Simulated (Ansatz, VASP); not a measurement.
Mg: VASP beside Ansatz

```
Mg
1.0
     3.18894    0.00000    0.00000
    -1.59447    2.76170    0.00000
     0.00000    0.00000    5.10745
Mg
2
Direct
  0.33333 0.66667 0.25000
  0.66667 0.33333 0.75000
```

The cell was built by a generator and needn't be a form met in nature.

Alike in both runs: functional PBEsol; k mesh 15 × 15 × 8; occupations gaussian, width 0.1 eV; no spin polarisation.

Ansatz relaxed the structure, and its values are those at the end. VASP's run is a single point on that final structure, the one shown.

```csv
,VASP,Ansatz
version,VASP 6.6.1,Ansatz 0.2.0
potentials or method,"VASP PAW PBE potentials, release 64 (Mg)","scalar-relativistic, plane waves, PAW"
plane-wave cutoff (eV),520,420
valence electrons in the cell,4,20
```

|  | VASP | Ansatz | Ansatz less VASP |
| --- | --- | --- | --- |
| gap on the k mesh at the Fermi level (eV) | none | none | - |
| pressure (GPa) | 0.0 | 0.0 | +0.03 |

A gap of «none» marks a metal or a gap that the smearing closes. The functional is the same, so the differences come from potentials, cutoffs and numerics. The two sets of potentials don't hold the same shells in valence. Ansatz warned: «pseudo_functional_mismatch».

Caveats: the PAW data sets were made with another functional, which shifts forces and pressure a little (VASP).
